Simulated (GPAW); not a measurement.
# Equation of state of ZnSe under RPBE+D4

The structure is cubic, space group F-43m (No. 216). The conventional cell has a = 5.668 Å, b = 5.668 Å, c = 5.668 Å, α = 90.00°, β = 90.00°, γ = 90.00°. Se (site symmetry -43m) has 4 Zn at 2.45 Å as nearest neighbours. Around Zn (site symmetry -43m) lie 4 Se at 2.45 Å.

The cell was scaled at fixed shape and fractions and run with GPAW, the program's PAW data sets (release 1.2.1) made for this functional, cutoff 600 eV; RPBE+D4, k mesh 7 × 7 × 7 on the cell of 2 atoms, fermi-dirac occupations of 0.05 eV, no spin polarisation, no spin-orbit coupling. Energies are those that the program minimises, any entropy of the smearing included.

```tsv
V (Å³/atom)	energy over the lowest row (meV/atom)
21.3912	12.265
21.8463	4.069
22.3015	0.119
22.7566	0.000
23.2117	3.263
23.6669	?
24.1220	18.571
```

Question: Fit the third-order Birch-Murnaghan form, give V0, B0 and B′, and predict the energy left open.

Answer: With y = (V0/V)^(2/3), E = E0 + (9 V0 B0/16) [(y - 1)³ B′ + (y - 1)² (6 - 4y)]. Least squares through the rows shown give V0 = 22.5434 Å³/atom, E0 = -0.390 meV, B0 = 62.41 GPa (1 eV/Å³ = 160.218 GPa) and B′ = 4.63, with a largest miss of 0.007 meV. At V = 23.6669 the form with these constants gives 9.564 meV; the run gave 9.557 meV an atom. Measured volume: 22.75 Å³/atom (pmc:9320402, doi:10.3390/ma15145002), so the fit lies -0.9 % from it. The runs are for a static lattice.
